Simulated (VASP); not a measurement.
# GaSb: restarted molecular dynamics, 2 variants

GaSb, I-4m2 (no. 119), 12 atoms in the cell. PBE, molecular dynamics; PAW potentials Sb, Ga (PBE set).

| Restart from | Temperature at the end (K) | The same without a restart (K) | Potential energy at the end (eV/atom) | The same without a restart (eV/atom) | Electronic steps in the first step after the restart | Time (s) |
|---|---|---|---|---|---|---|
| CONTCAR with velocities, WAVECAR read | 1375.0 | 1375.0 | -3.38351 | -3.38351 | 4 | 190 |
| CONTCAR with velocities, no WAVECAR | 1375.0 | 1375.0 | -3.38351 | -3.38351 | 12 | 191 |

Limits: 180 fs of 12 atoms are too short for converged averages.

## Input of the first row

INCAR.step1:
```
GGA = PE
PREC = Normal
ENCUT = 200
EDIFF = 1E-6
NELMIN = 4
NELM = 60
ALGO = Normal
LREAL = Auto
LASPH = T
ISMEAR = 0
SIGMA = 0.05
ISYM = 0
LWAVE = T
LCHARG = F
IBRION = 0
NSW = 30
POTIM = 3.0
TEBEG = 1000
ISIF = 2
RANDOM_SEED = 990732 0 0
MDALGO = 4
NHC_NCHAINS = 3
NHC_PERIOD = 30
KPAR = 2
```

INCAR.step2, as INCAR.step1 but for:
```
- LWAVE = T
+ LWAVE = F
```

KPOINTS:
```
k-points
0
Monkhorst-Pack
  2 2 1
```

POSCAR.step1:
```
GaSb
1.0
    5.5068680000      0.0000000000      0.0000000000
    0.0000000000      5.5068680000      0.0000000000
    0.0000000000      0.0000000000      9.5442420000
Sb Ga
6 6
Direct
    0.0000000000      0.0000000000      0.0000000000
    0.0000000000      0.0000000000      0.3333333333
    0.0000000000      0.0000000000      0.6666666667
    0.5000000000      0.5000000000      0.1666666667
    0.5000000000      0.5000000000      0.5000000000
    0.5000000000      0.5000000000      0.8333333333
    0.0000000000      0.5000000000      0.2500000000
    0.0000000000      0.5000000000      0.5833333333
    0.0000000000      0.5000000000      0.9166666667
    0.5000000000      0.0000000000      0.0833333333
    0.5000000000      0.0000000000      0.4166666667
    0.5000000000      0.0000000000      0.7500000000
```

Commands (each step's output is kept before the next begins):
```
cat potpaw_PBE.64/Sb/POTCAR potpaw_PBE.64/Ga/POTCAR > POTCAR
cp INCAR.step1 INCAR
cp POSCAR.step1 POSCAR
mpirun -np 2 vasp_std > vasp.out
cp CONTCAR POSCAR
cp INCAR.step2 INCAR
mpirun -np 2 vasp_std > vasp.out
```

Changes of the last row against the first:
```
(step 1)
- LWAVE = True
+ LWAVE = False
```

VASP 6.6.1 took 190 s on 2 cores (AMD EPYC 7R13 (Zen 3)), a shared host.
